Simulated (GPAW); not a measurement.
Input of a GPAW 26.7.0 run:

run.py

```python
from ase.dft.bandgap import bandgap
from ase.io import read, write
from ase.units import GPa
from gpaw import GPAW, PW

atoms = read('MgO.xyz')

calc = GPAW(mode=PW(650),
            xc='PBE',
            kpts={'size': (9, 9, 9), 'gamma': True},
            occupations={'name': 'fermi-dirac', 'width': 0.05},
            nbands=16,
            maxiter=120,
            txt='gpaw.txt')
atoms.calc = calc
energy = atoms.get_potential_energy()
forces = atoms.get_forces()
stress = atoms.get_stress()
calc.write('gs.gpw')
write('result.traj', atoms)
print(f'Energy: {energy:.6f} eV')
print('Forces (eV/A):')
print(forces.round(4))
print('Stress (GPa):', (stress / GPa).round(3))
print('Fermi level:', round(calc.get_fermi_level(), 4), 'eV')
print(f'Gap: {bandgap(calc)[0]:.4f} eV, direct: {bandgap(calc, direct=True)[0]:.4f} eV')
```

The input MgO.xyz:

```xyz
2
Lattice="0.0000000000 2.0970013927 2.0970013927 2.0970013927 0.0000000000 2.0970013927 2.0970013927 2.0970013927 0.0000000000" Properties=species:S:1:pos:R:3 pbc="T T T"
Mg     0.0000000000      0.0000000000      0.0000000000
O      2.0970013927      2.0970013927      2.0970013927
```

Potentials or basis: GPAW PAW data sets (gpaw-data 1.2.1), pw.

Command:

```console
$ OMP_NUM_THREADS=1 python run.py
```

Estimate the pressure.

4.6 GPa.

What does it give for the band gap on the k mesh?

4.89 eV, direct.

Caveat: the cutoff is short for stress and forces, so pressures can be off by a GPa or more.

**The experiment to reproduce.**

“Electronic structure of alkaline earth and post-transition metal oxides”, 2009, arxiv:0908.1581 quotes, for a bulk crystal of MgO: band gap 7.83 eV.

Against the measured gap of MgO, 7.83 eV (quoted in “Electronic structure of alkaline earth and post-transition metal oxides”, 2009, arxiv:0908.1581), the calculated 4.89 eV is off by -2.94 eV. The value is that of PBE, without temperature or zero-point motion. Semilocal functionals fall short of measured gaps as a rule. The cell is a database's relaxed one, not the measured one, which moves gaps too.
